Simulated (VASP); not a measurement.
An input for Quantum ESPRESSO's pw.x (written as the equivalent of a VASP run, and not itself run):

```
&CONTROL
  calculation = 'vc-relax'
  pseudo_dir = './pseudo'
  outdir = './out'
  tprnfor = .true.
  tstress = .true.
  nstep = 40
  forc_conv_thr = 0.00078
/
&SYSTEM
  ibrav = 0
  nat = 2
  ntyp = 2
  ecutwfc = 80
  occupations = 'smearing'
  smearing = 'gaussian'
  degauss = 0.003675
  input_dft = 'pbesol'
/
&ELECTRONS
  conv_thr = 7.3e-08
  electron_maxstep = 100
/
&IONS
/
&CELL
  press = 100
/
ATOMIC_SPECIES
  Al 26.982 Al.upf
  Sb 121.760 Sb.upf
CELL_PARAMETERS angstrom
     0.0000000    2.9469444    2.9469444
     2.9469444    0.0000000    2.9469444
     2.9469444    2.9469444   -0.0000000
ATOMIC_POSITIONS crystal
  Al   0.0000000  0.0000000  0.0000000
  Sb   0.2500000  0.2500000  0.2500000
K_POINTS automatic
  8 8 8 0 0 0
```

Problem. Write the VASP files for the same calculation (PBEsol).

Solution. One answer among several that fit: 
**KPOINTS**
```
Regular mesh
0
Gamma
 8 8 8
```

### POSCAR
```
AlSb
1.0
  0.0000000000   2.9469443646   2.9469443646
  2.9469443646   0.0000000000   2.9469443646
  2.9469443646   2.9469443646   0.0000000000
Al Sb
1 1
Cart
  0.0000000000   0.0000000000   0.0000000000
  1.4734721823   1.4734721823   1.4734721823
```

INCAR:
```
# general
SYSTEM  = AlSb
PREC    = Accurate
ENCUT   = 500
LREAL   = .FALSE.
LASPH   = .TRUE.

# electronic loop
EDIFF   = 1E-6
NELM    = 100
ALGO    = Normal
LMAXMIX = 4

# smearing
ISMEAR  = 0
SIGMA   = 0.05

# functional
GGA     = PS

# ions
IBRION  = 2
NSW     = 40
ISIF    = 3
EDIFFG  = -0.02
PSTRESS = 100

# output
LWAVE   = .FALSE.
LCHARG  = .FALSE.
```

POTCAR, in this order: Al Sb (PBE.64 set). Program: vasp_std.

What does not carry over: the potentials are each code's own (VASP's PAW set, PseudoDojo norm-conserving files in pw.x), so ENCUT and ecutwfc are chosen apart and not converted; conv_thr bounds pw.x's estimated SCF error, while EDIFF bounds the energy change between steps; forc_conv_thr acts on force components and is met together with etot_conv_thr.

The structure was generated: AlSb was put into the zinc blende type (F-43m), which need not be its known phase. It was relaxed first under an external pressure of 10 GPa.
